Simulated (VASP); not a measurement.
Set up this calculation in VASP 6.6.1, as the native input.

| Quantity | Value |
| --- | --- |
| Task | single point |
| Functional | PBE |
| Dispersion | D3(BJ) |
| Potentials or basis | VASP PAW PBE potentials, release 64 (Ni) |
| Cutoff | 520 eV |
| k mesh | 20 × 20 × 20 |
| Occupations | gaussian, width 0.1 eV |
| Spin | collinear spin, ferromagnetic start |
| Starting moments | [0.8] μB |
| Further INCAR settings | ALGO = Normal; EDIFF = 1e-07 |

The structure of Ni lies in POSCAR:

```
Ni                                      
1.0
    0.0000000000      1.7031553804      1.7031553804
    1.7031553804     -0.0000000000      1.7031553804
    1.7031553804      1.7031553804     -0.0000000000
  Ni            
     1
Direct
     0.0000000000000000    0.0000000000000000    0.0000000000000000
```

The cell isn't the ideal one: a relaxed cell with its volume scaled by 0.94.

These files were run (other wordings do the same):

INCAR

```
  PREC = Accurate
  ENCUT = 520
  EDIFF = 1E-7
  ISMEAR = 0
  SIGMA = 0.1
  LREAL = F
  LASPH = T
  NELM = 100
  ALGO = Normal
  ISIF = 2
  LWAVE = F
  LCHARG = F
  ISPIN = 2
  MAGMOM = 0.8
  LORBIT = 11
  LMAXMIX = 4
  GGA = PE
  IVDW = 12
```

KPOINTS

```
Automatic mesh
0
Gamma
  20 20 20
```

Potentials or basis: VASP PAW PBE potentials, release 64 (Ni).

Command:

```console
$ cat potpaw_PBE.64/Ni/POTCAR > POTCAR
$ mpirun -np 1 vasp_std > vasp.out
```

It gave:

```json
{
  "Pressure": "15.7 GPa",
  "Band gap on the k mesh": "none (metal or under the smearing width)",
  "Net moment": "0.61 μB per cell",
  "Site moments": "Ni +0.62 μB",
  "Valence electrons inside the program's atomic spheres": "Ni 9.50",
  "Dispersion energy per atom": "-0.511 eV"
}
```

Caveat: so large a pressure means that the cell lies far from this level's equilibrium, or that cutoff or potentials fall short; pairwise dispersion overbinds metals, which lowers pressure and volume.

Run time: 28 s on 1 thread of AMD EPYC 9R14 (Zen 4), on a shared host, peak memory 0.13 GiB.
